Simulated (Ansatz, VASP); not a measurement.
Si: 3 runs at one level of theory

The starting cell:

```
Si
1.0
     0.00000    2.72185    2.72185
     2.72185    0.00000    2.72185
     2.72185    2.72185    0.00000
Si
2
Direct
  0.50000 0.50000 0.50000
  0.75000 0.75000 0.75000
```

Alike in all runs: task relaxation of cell and atoms; functional BLYP; dispersion D4; k mesh 8 × 8 × 8; occupations fermi-dirac, width 0.05 eV; no spin polarisation; no spin-orbit coupling.

```tsv
program and potentials	plane-wave cutoff (eV)	notes	equilibrium volume (Å³/atom)
Ansatz, Ansatz PAW	420	potentials made for PBE, which Ansatz adapts in part	19.93
VASP, PBE PAW files Si, 600 eV	600	potentials made for PBE	19.97
Ansatz, all-electron LAPW, scalar-relativistic	-	-	19.93
```

The equilibrium volume spans 19.93 (Ansatz, all-electron LAPW, scalar-relativistic) to 19.97 Å³/atom (VASP, PBE PAW files Si, 600 eV), with all-electron results at 19.93. Some sets were made for another functional than the one run, which can shift their rows. Relaxations stop with a little pressure left, so the last digit of a volume isn't settled.

Differences between rows come from potentials, basis sets and numerical settings, since the functional is the same but for its coding. Runs on potential files found faulty are left out.

The two potential-based descriptions of silicon reproduce the all-electron volume closely: Ansatz PAW gives the same 19.93 Å³/atom, and VASP lies only slightly higher at 19.97 Å³/atom. This is chemically reasonable, because the bonds are built from 3s and 3p electrons, while the compact 2p shell lies much deeper and barely responds to bonding. A frozen core therefore transfers well, and the mismatch between a PBE-made potential and BLYP probably has little effect on the equilibrium volume here. The small VASP offset can't be assigned to that mismatch alone.

Agreement between the programs supports the numerical treatment rather than the accuracy of the functional. BLYP without dispersion is known to make covalent semiconductors such as silicon too large, whereas these volumes are close to the experimental one. The added dispersion attraction may offset underbinding by the functional, so the good volume could owe something to error cancellation. It doesn't follow that the bulk modulus or the band gap would be equally well described.
